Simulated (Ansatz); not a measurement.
Input of an Ansatz 0.2.0 run:

Contents of input.yaml:

```yaml
crystal:
  lattice:
    - [3.70452014, -0.01640867, 0.18507075]
    - [-0.01640867, 4.18451191, 0.02528513]
    - [0.18591286, 0.02540018, 3.8917432]
  atoms:
    - { symbol: Ba, position: [0.0079135, 0.88261446, 0.95959035] }
    - { symbol: Ti, position: [0.50574944, 0.42212167, 0.59782741] }
    - { symbol: O, position: [0.45838189, 0.78893258, 0.98165141] }
    - { symbol: O, position: [0.55779954, 0.89570064, 0.46568812] }
    - { symbol: O, position: [0.97015564, 0.51063065, 0.4952427] }
hamiltonian:
  xc: pbesol
  pseudopotentials: { kind: paw }
kpoints:
  mp_grid: { grid: [7, 7, 7] }
scf:
  occupations: { method: fermi_dirac, width: 0.05 }
output:
  forces: true
  stress: true
  eigenvalues: true
relax:
  f_tol: 0.01
  max_steps: 40
  cell: { stress_tol: 0.05 }
```

Potentials or basis: Ansatz PAW.

The run is started by

```console
$ ansatz run input.yaml --threads 2 --pin off --max-ram 5632MiB --backend cpu --events-out ev --progress --plain --runs-dir out
```

**Question.** Predict the relaxed volume.

**Answer.** 12.69 Å³/atom.

**Question.** What does it give for the space group after relaxing (to 0.05 Å)?

**Answer.** R3m (No. 160).

**Question.** Predict the band gap on the k mesh.

**Answer.** 2.37 eV, indirect (least direct gap 2.62 eV).

**Question.** Estimate the relaxed cell.

**Answer.** a = 3.985 Å, b = 3.992 Å, c = 3.989 Å, α = 89.86°, β = 89.87°, γ = 89.87°.

Final structure:
```cif
data_structure
_symmetry_space_group_name_H-M 'P 1'
_symmetry_Int_Tables_number 1
_cell_length_a 3.9852
_cell_length_b 3.9924
_cell_length_c 3.9888
_cell_angle_alpha 89.861
_cell_angle_beta 89.873
_cell_angle_gamma 89.868
_cell_volume 63.46
loop_
_atom_site_label
_atom_site_type_symbol
_atom_site_fract_x
_atom_site_fract_y
_atom_site_fract_z
_atom_site_occupancy
Ba1 Ba 0.99409 0.99353 0.99381 1
Ti1 Ti 0.48342 0.48216 0.48278 1
O1 O 0.50555 0.50585 0.01199 1
O2 O 0.50544 0.01247 0.50558 1
O3 O 0.01150 0.50598 0.50583 1
```

Caveat: odd divisions of the mesh miss points on the zone boundary, where band edges often lie, so the gap on the mesh can be too wide; the plane-wave basis is chosen anew once the cell has moved, so the energies of steps on either side of that aren't comparable; the pressure holds a Pulay correction of +0.6 GPa for the finite cutoff; spin-orbit coupling is left out, which moves the levels of the heavy elements; the PAW data sets come from PBE, with cores solved anew for the run's functional, which leaves a small shift of forces and pressure. A k mesh can miss the band edges.
